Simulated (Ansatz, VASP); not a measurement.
Given: the input of a run of Ansatz 0.2.0 on InPd.

Contents of input.yaml:

```yaml
crystal:
  lattice:
    - [3.27188478, 0.0, 0.0]
    - [0.0, 3.27188478, 0.0]
    - [0.0, 0.0, 3.27188478]
  atoms:
    - { symbol: In, position: [0.0, 0.0, 0.0] }
    - { symbol: Pd, position: [0.5, 0.5, 0.5] }
hamiltonian:
  xc: pbesol
  pseudopotentials: { kind: paw }
kpoints:
  mp_grid: { grid: [8, 8, 8] }
scf:
  occupations: { method: fermi_dirac, width: 0.05 }
output:
  forces: true
  stress: true
  eigenvalues: true
relax:
  f_tol: 0.01
  max_steps: 40
  cell: { stress_tol: 0.05 }
```

Potentials or basis: Ansatz PAW.

Launch:

```bash
$ ansatz run input.yaml --threads 2 --pin off --max-ram 5632MiB --backend cpu --events-out ev --progress --plain --runs-dir out
```

Problem. Set up the same calculation for VASP 6.6.1. Potentials there: VASP PAW PBE potentials, release 64 (In_d, Pd).

Solution. As run (the cutoff follows the program's own potentials):

File INCAR:

```
PREC = Accurate
ENCUT = 600
EDIFF = 1E-6
ISMEAR = -1
SIGMA = 0.05
LREAL = F
LASPH = T
NELM = 80
ALGO = Fast
ISIF = 3
LWAVE = F
LCHARG = F
GGA = PS
IBRION = 2
NSW = 60
EDIFFG = -0.01
```

Contents of KPOINTS:

```
regular mesh
0
Gamma
  8 8 8
```

File POSCAR:

```
InPd
1.0
    3.2718847800      0.0000000000      0.0000000000
    0.0000000000      3.2718847800      0.0000000000
    0.0000000000      0.0000000000      3.2718847800
In Pd
1 1
Direct
    0.0000000000      0.0000000000      0.0000000000
    0.5000000000      0.5000000000      0.5000000000
```

Potentials or basis: VASP PAW PBE potentials, release 64 (In_d, Pd).

Run with:

```sh
$ cat potpaw_PBE.64/In_d/POTCAR potpaw_PBE.64/Pd/POTCAR > POTCAR
$ mpirun -np 1 vasp_std > vasp.out
```

Both were run:

|  | VASP | Ansatz | Ansatz less VASP |
| --- | --- | --- | --- |
| gap on the k mesh at the Fermi level, each at its own relaxed structure (eV) | none | none | - |
| relaxed volume (Å³/atom) | 17.14 | 17.11 | -0.024 |
| relaxed cell length with the largest relative difference (Å) | 3.248 | 3.247 | -0.0015 |
| energy change over the relaxation (meV/atom) | -3 | -4 | -0.3 |

A gap of «none» marks a metal or a gap that the smearing closes. The two sets of potentials don't hold the same shells in valence.

Caveats: the PAW data sets were made with another functional, which shifts forces and pressure a little (VASP); the plane-wave basis is chosen anew once the cell has moved, so the energies of steps on either side of that aren't comparable (Ansatz); the PAW data sets come from PBE, with cores solved anew for the run's functional, which leaves a small shift of forces and pressure (Ansatz).
